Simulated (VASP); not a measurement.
# TiO2 (Rutile) (P4_2/mnm) in VASP: settings compared, part 2 of 2

VASP 6.6.1.

**3. Band structure, PBE**

This run uses another cell than the first one, of 10.39 Å³/atom, 1.005 times its volume.

Contents of INCAR:

```
PREC = Accurate ; ENCUT = 520
EDIFF = 1E-6 ; ISMEAR = 0
SIGMA = 0.03 ; LREAL = F
LASPH = T ; NELM = 80
ALGO = Fast ; ISIF = 2
LWAVE = F ; LCHARG = F
LMAXMIX = 4 ; GGA = PE
KPAR = 2
```

Contents of KPOINTS:

```
Automatic mesh
0
Gamma
  6 6 10
```

Contents of POSCAR:

```
TiO2
1.0
    4.5922000000      0.0000000000      0.0000000000
    0.0000000000      4.5922000000      0.0000000000
    0.0000000000      0.0000000000      2.9574000000
Ti O
2 4
Direct
    0.0000000000      0.0000000000      0.0000000000
    0.5000000000      0.5000000000      0.5000000000
    0.3049600000      0.3049600000      0.0000000000
    0.1950400000      0.8049600000      0.5000000000
    0.6950400000      0.6950400000      0.0000000000
    0.8049600000      0.1950400000      0.5000000000
```

Contents of KPOINTS_OPT:

```
explicit points
91
Reciprocal
 0.0000000000  0.0000000000  0.0000000000 1
 0.0000000000  0.0555555556  0.0000000000 1
 0.0000000000  0.1111111111  0.0000000000 1
 0.0000000000  0.1666666667  0.0000000000 1
 0.0000000000  0.2222222222  0.0000000000 1
 0.0000000000  0.2777777778  0.0000000000 1
 0.0000000000  0.3333333333  0.0000000000 1
 0.0000000000  0.3888888889  0.0000000000 1
 0.0000000000  0.4444444444  0.0000000000 1
 0.0000000000  0.5000000000  0.0000000000 1
 0.0000000000  0.5000000000  0.0000000000 1
 0.0555555556  0.5000000000  0.0000000000 1
 0.1111111111  0.5000000000  0.0000000000 1
 0.1666666667  0.5000000000  0.0000000000 1
 0.2222222222  0.5000000000  0.0000000000 1
 0.2777777778  0.5000000000  0.0000000000 1
 0.3333333333  0.5000000000  0.0000000000 1
 0.3888888889  0.5000000000  0.0000000000 1
 0.4444444444  0.5000000000  0.0000000000 1
 0.5000000000  0.5000000000  0.0000000000 1
 0.5000000000  0.5000000000  0.0000000000 1
 0.4444444444  0.4444444444  0.0000000000 1
 0.3888888889  0.3888888889  0.0000000000 1
 0.3333333333  0.3333333333  0.0000000000 1
 0.2777777778  0.2777777778  0.0000000000 1
 0.2222222222  0.2222222222  0.0000000000 1
 0.1666666667  0.1666666667  0.0000000000 1
 0.1111111111  0.1111111111  0.0000000000 1
 0.0555555556  0.0555555556  0.0000000000 1
 0.0000000000  0.0000000000  0.0000000000 1
 0.0000000000  0.0000000000  0.0000000000 1
 0.0000000000  0.0000000000  0.0555555556 1
 0.0000000000  0.0000000000  0.1111111111 1
 0.0000000000  0.0000000000  0.1666666667 1
 0.0000000000  0.0000000000  0.2222222222 1
 0.0000000000  0.0000000000  0.2777777778 1
 0.0000000000  0.0000000000  0.3333333333 1
 0.0000000000  0.0000000000  0.3888888889 1
 0.0000000000  0.0000000000  0.4444444444 1
 0.0000000000  0.0000000000  0.5000000000 1
 0.0000000000  0.0000000000  0.5000000000 1
 0.0000000000  0.0555555556  0.5000000000 1
 0.0000000000  0.1111111111  0.5000000000 1
 0.0000000000  0.1666666667  0.5000000000 1
 0.0000000000  0.2222222222  0.5000000000 1
 0.0000000000  0.2777777778  0.5000000000 1
 0.0000000000  0.3333333333  0.5000000000 1
 0.0000000000  0.3888888889  0.5000000000 1
 0.0000000000  0.4444444444  0.5000000000 1
 0.0000000000  0.5000000000  0.5000000000 1
 0.0000000000  0.5000000000  0.5000000000 1
 0.0555555556  0.5000000000  0.5000000000 1
 0.1111111111  0.5000000000  0.5000000000 1
 0.1666666667  0.5000000000  0.5000000000 1
 0.2222222222  0.5000000000  0.5000000000 1
 0.2777777778  0.5000000000  0.5000000000 1
 0.3333333333  0.5000000000  0.5000000000 1
 0.3888888889  0.5000000000  0.5000000000 1
 0.4444444444  0.5000000000  0.5000000000 1
 0.5000000000  0.5000000000  0.5000000000 1
 0.5000000000  0.5000000000  0.5000000000 1
 0.4444444444  0.4444444444  0.5000000000 1
 0.3888888889  0.3888888889  0.5000000000 1
 0.3333333333  0.3333333333  0.5000000000 1
 0.2777777778  0.2777777778  0.5000000000 1
 0.2222222222  0.2222222222  0.5000000000 1
 0.1666666667  0.1666666667  0.5000000000 1
 0.1111111111  0.1111111111  0.5000000000 1
 0.0555555556  0.0555555556  0.5000000000 1
 0.0000000000  0.0000000000  0.5000000000 1
 0.0000000000  0.5000000000  0.0000000000 1
 0.0000000000  0.5000000000  0.0555555556 1
 0.0000000000  0.5000000000  0.1111111111 1
 0.0000000000  0.5000000000  0.1666666667 1
 0.0000000000  0.5000000000  0.2222222222 1
 0.0000000000  0.5000000000  0.2777777778 1
 0.0000000000  0.5000000000  0.3333333333 1
 0.0000000000  0.5000000000  0.3888888889 1
 0.0000000000  0.5000000000  0.4444444444 1
 0.0000000000  0.5000000000  0.5000000000 1
 0.5000000000  0.5000000000  0.0000000000 1
 0.5000000000  0.5000000000  0.0555555556 1
 0.5000000000  0.5000000000  0.1111111111 1
 0.5000000000  0.5000000000  0.1666666667 1
 0.5000000000  0.5000000000  0.2222222222 1
 0.5000000000  0.5000000000  0.2777777778 1
 0.5000000000  0.5000000000  0.3333333333 1
 0.5000000000  0.5000000000  0.3888888889 1
 0.5000000000  0.5000000000  0.4444444444 1
 0.5000000000  0.5000000000  0.5000000000 1
 0.0000000000  0.0000000000  0.0000000000 1
```

Potentials or basis: VASP PAW PBE potentials, release 64 (Ti_sv, O).

Launch:

```console
> cat potpaw_PBE.64/Ti_sv/POTCAR potpaw_PBE.64/O/POTCAR > POTCAR
> mpirun -np 2 vasp_std > vasp.out
```

Wall time 54 s (2 MPI ranks of Intel Xeon 6975P-C (Granite Rapids), shared host); peak memory 0.28 GiB.

The run converged. Its results:

```
Free energy             : -53.6421 eV
Pressure                : 6.1 GPa
Largest force           : 0.126 eV/Å
Band gap on the k mesh  : 1.91 eV, direct
Band gap along the path : 1.87 eV, direct
```

Forces on the atoms (eV/Å):
```
Ti   0.000  0.000  0.000
Ti   0.000  0.000  0.000
O   -0.089 -0.089  0.000
O    0.089 -0.089  0.000
O    0.089  0.089  0.000
O   -0.089  0.089  0.000
```

Stress tensor (GPa, compression positive):
```
6.22 0.00 0.00
0.00 6.22 0.00
0.00 0.00 5.73
```

Levels at the corners of the path, in eV from the valence-band top:
```
point  band 22  band 23  band 24  band 25  band 26  band 27
    Γ    -0.44    -0.44     0.00     1.87     2.18     2.41
    X    -1.64    -0.75    -0.75     2.55     2.55     3.02
    X    -1.64    -0.75    -0.75     2.55     2.55     3.02
    M    -1.31    -1.05    -1.05     1.91     1.91     2.52
    M    -1.31    -1.05    -1.05     1.91     1.91     2.52
    Γ    -0.44    -0.44     0.00     1.87     2.18     2.42
    Γ    -0.44    -0.44     0.00     1.87     2.18     2.41
    Z    -2.36    -1.42    -1.42     2.96     2.96     3.16
    Z    -2.36    -1.42    -1.42     2.96     2.96     3.16
    R    -2.04    -1.03    -1.03     1.91     1.91     3.19
    R    -2.04    -1.03    -1.03     1.91     1.91     3.19
    A    -1.28    -0.67    -0.67     2.59     2.59     3.21
    A    -1.28    -0.67    -0.67     2.59     2.59     3.21
    Z    -2.36    -1.42    -1.42     2.96     2.96     3.16
    X    -1.64    -0.75    -0.75     2.55     2.55     3.02
    R    -2.04    -1.03    -1.03     1.91     1.91     3.19
    M    -1.31    -1.05    -1.05     1.91     1.91     2.52
    A    -1.28    -0.67    -0.67     2.59     2.59     3.21
```

**4. Phonons, PBEsol**

Contents of POSCAR:

```
TiO2
1.0
    4.5927071378      0.0000000000      0.0000000000
    0.0000000000      4.5927071378      0.0000000000
    0.0000000000      0.0000000000      2.9417409249
  Ti              O
     2     4
Direct
     0.0000000000000000    0.0000000000000000    0.0000000000000000
     0.5000000000000000    0.5000000000000000    0.5000000000000000
     0.3043249358208021    0.3043249358208021    1.0000000000000000
     0.1956750641791979    0.8043249358208020    0.5000000000000000
     0.6956750641791980    0.6956750641791980    0.0000000000000000
     0.8043249358208020    0.1956750641791979    0.5000000000000000
```

Contents of INCAR.step1:

```
PREC = Accurate
ENCUT = 600
EDIFF = 1E-8
ISMEAR = 0
SIGMA = 0.03
LREAL = False
LASPH = True
NELM = 80
ALGO = Normal
ISIF = 3
LWAVE = False
LCHARG = False
GGA = PS
KPAR = 2
IBRION = 2
NSW = 40
EDIFFG = -0.002
```

Contents of INCAR.step2:

```
PREC = Accurate
ENCUT = 600
EDIFF = 1E-8
ISMEAR = 0
SIGMA = 0.03
LREAL = False
LASPH = True
NELM = 80
ALGO = Normal
ISIF = 2
LWAVE = False
LCHARG = False
GGA = PS
KPAR = 2
IBRION = 6
NFREE = 2
POTIM = 0.015
NSW = 1
```

KPOINTS is that of step 3.

Potentials or basis: VASP PAW PBE potentials, release 64 (Ti_sv, O).

Launch:

```console
> cat potpaw_PBE.64/Ti_sv/POTCAR potpaw_PBE.64/O/POTCAR > POTCAR
> cp INCAR.step1 INCAR
> mpirun -np 2 vasp_std > vasp.out
> cp CONTCAR POSCAR
> cp INCAR.step2 INCAR
> mpirun -np 2 vasp_std > vasp.out
```

OUTCAR:

```text
PREC = Accurate
   ENCUT = 600
   EDIFF = 1E-8
   ISMEAR = 0
   LREAL = False
   LASPH = True
   NELM = 80
   ISIF = 2
   GGA = PS
   IBRION = 6
   NFREE = 2
   POTIM = 0.015
   NSW = 1

 ion  position               nearest neighbor table
   1  0.000  0.000  0.000-   4 1.94   6 1.94   4 1.94   6 1.94   5 1.98   3 1.98
   2  0.500  0.500  0.500-   3 1.94   5 1.94   3 1.94   5 1.94   4 1.98   6 1.98
   3  0.304  0.304  0.000-   2 1.94   2 1.94   1 1.98
   4  0.196  0.804  0.500-   1 1.94   1 1.94   2 1.98
   5  0.696  0.696  0.000-   2 1.94   2 1.94   1 1.98
   6  0.804  0.196  0.500-   1 1.94   1 1.94   2 1.98

  LATTYP: Found a simple tetragonal cell.
 ALAT       =     4.5927071378
 C/A-ratio  =     0.6405243872

  Lattice vectors:

 A1 = (   4.5927071378,   0.0000000000,   0.0000000000)
 A2 = (   0.0000000000,   4.5927071378,   0.0000000000)
 A3 = (   0.0000000000,   0.0000000000,   2.9417409249)

Analysis of symmetry for initial positions (statically):
=====================================================================
 Subroutine PRICEL returns:
 Original cell was already a primitive cell.

 Routine SETGRP: Setting up the symmetry group for a
 simple tetragonal supercell.

 Subroutine GETGRP returns: Found 16 space group operations
 (whereof  8 operations were pure point group operations)
 out of a pool of 16 trial point group operations.

The static configuration has the point symmetry D_2h.
 The point group associated with its full space group is D_4h.

Analysis of symmetry for dynamics (positions and initial velocities):
[... 509 lines left out ...]
 k-point     1 :       0.0000    0.0000    0.0000
  band No.  band energies     occupation
      1     -51.8453      2.00000
      2     -51.8271      2.00000
      3     -28.2746      2.00000
      4     -28.2745      2.00000
      5     -28.1014      2.00000
      6     -28.1012      2.00000
[... 733 lines left out ...]
     27       7.9277      0.00000
     28       7.9328      0.00000

 [... further k-points ...]

------------------------ aborting loop because EDIFF is reached ----------------------------------------

  FORCE on cell =-STRESS in cart. coord.  units (eV):
  Direction    XX          YY          ZZ          XY          YZ          ZX
  --------------------------------------------------------------------------------------
  -------------------------------------------------------------------------------------
  Total        0.0036681      0.0036681      0.0000429      0.0023644     -0.0830091     -0.0830090
  in kB        0.0947123      0.0947123      0.0011083      0.0610505     -2.1433571     -2.1433545
  external PRESSURE =       0.0635110 kB  Pullay stress =       0.0000000 kB
[... 21 lines left out ...]
  FREE ENERGIE OF THE ION-ELECTRON SYSTEM (eV)
  ---------------------------------------------------
  free  energy   TOTEN  =       -56.1059960816 eV

  energy  without entropy=      -56.1059960816  energy(sigma->0) =      -56.10599608

 INTERNAL STRAIN TENSORS FROM DISPLACED ATOMS
 ============================================

 INTERNAL STRAIN TENSOR FOR ION    1 for displacements in x,y,z  (eV/Angst):
          X           Y           Z          XY          YZ          ZX
  --------------------------------------------------------------------------------
  x     0.00000     0.00000     0.00000     0.00000     0.00000     0.00000
  y     0.00000     0.00000     0.00000     0.00000     0.00000     0.00000
  z     0.00000     0.00000     0.00000     0.00000     0.00000     0.00000

 INTERNAL STRAIN TENSOR FOR ION    6 for displacements in x,y,z  (eV/Angst):
          X           Y           Z          XY          YZ          ZX
  --------------------------------------------------------------------------------
  x     4.41103     1.99000     4.19151     1.25027     0.00000     0.00000
  y    -1.99000    -4.41103    -4.19151    -1.25028     0.00000     0.00000
  z     0.00000     0.00000     0.00000     0.00000    -5.53554     5.53553

 Eigenvectors and eigenvalues of the dynamical matrix
 ----------------------------------------------------

   1 f  =   23.832501 THz   149.744018 2PiTHz  794.966654 cm-1    98.563259 meV
             X         Y         Z           dx          dy          dz
      0.000000  0.000000  0.000000     0.000000   -0.000000   -0.000000
      2.296354  2.296354  1.470870    -0.000000   -0.000000    0.000000
      1.397675  1.397675  0.000000    -0.353553   -0.353553    0.000000
      0.898678  3.694029  1.470870    -0.353553    0.353553   -0.000000
      3.195032  3.195032  0.000000     0.353553    0.353553   -0.000000
      3.694029  0.898678  1.470870     0.353553   -0.353553   -0.000000
[... 145 lines left out ...]
  18 f/i=    0.037066 THz     0.232893 2PiTHz    1.236393 cm-1     0.153293 meV
             X         Y         Z           dx          dy          dz
      0.000000  0.000000  0.000000    -0.000000    0.000000   -0.540643
      2.296354  2.296354  1.470870    -0.000000    0.000000   -0.540643
      1.397675  1.397675  0.000000    -0.000000    0.000000   -0.322262
      0.898678  3.694029  1.470870    -0.000000    0.000000   -0.322262
      3.195032  3.195032  0.000000    -0.000000    0.000000   -0.322262
      3.694029  0.898678  1.470870    -0.000000    0.000000   -0.322262

 ELASTIC MODULI CONTR FROM IONIC RELAXATION (kBar)
 Direction    XX          YY          ZZ          XY          YZ          ZX
 --------------------------------------------------------------------------------
 XX        -367.7938    162.2089   -134.6206     -0.0000     -0.0000     -0.0000
 YY         162.2089   -367.7938   -134.6206      0.0000      0.0000      0.0000
 ZZ        -134.6206   -134.6206   -176.3040      0.0000     -0.0000     -0.0000
 XY          -0.0000      0.0000     -0.0000     -8.6838     -0.0000     -0.0000
 YZ          -0.0000      0.0000     -0.0000     -0.0000   -268.0752      0.0000
 ZX          -0.0000      0.0000     -0.0000     -0.0000      0.0000   -268.0745
 --------------------------------------------------------------------------------
```

OUTCAR.step1:

```text
PREC = Accurate
   ENCUT = 600
   EDIFF = 1E-8
   ISMEAR = 0
   LREAL = False
   LASPH = True
   NELM = 80
   ISIF = 3
[... 988 lines left out ...]
      3.19503      3.19503      0.00000        -0.000478     -0.000478      0.000000
      3.69403      0.89868      1.47087         0.000478     -0.000478      0.000000
 -----------------------------------------------------------------------------------
    total drift:                                0.000000      0.000000     -0.000000

  FREE ENERGIE OF THE ION-ELECTRON SYSTEM (eV)
  ---------------------------------------------------
  free  energy   TOTEN  =       -56.1068964504 eV

  energy  without entropy=      -56.1068964504  energy(sigma->0) =      -56.10689645

 reached required accuracy - stopping structural energy minimisation
```

Wall time 18 min (2 MPI ranks of Intel Xeon Platinum 8488C (Sapphire Rapids), shared host); peak memory 0.44 GiB.

Results:

```
Highest phonon frequency at Γ, LO-TO splitting left out : 795 cm⁻¹
```

Phonon frequencies in cm⁻¹ (negative: imaginary):
| q point | frequencies |
| --- | --- |
| (0.000, 0.000, 0.000) | -1 0 0 82 82 104 104 139 368 368 376 415 448 448 479 479 591 795 |

Caveat: the PAW data sets were made with another functional, which shifts forces and pressure a little.

**5. How close it comes**

Step 3. A measured gap of TiO2 is 3.03 eV (direct; 1.6 K; quoted in “Shallow Valence Band of Rutile GeO2 and P-type Doping”, 2020, arxiv:2011.08928); the calculated 1.87 eV misses it by -1.16 eV. 2 values of this kind are on record in papers (3.03 to 3.05 eV); this one was drawn at random among those near their median. The value is that of PBE, without temperature or zero-point motion. Semilocal functionals fall short of measured gaps as a rule.
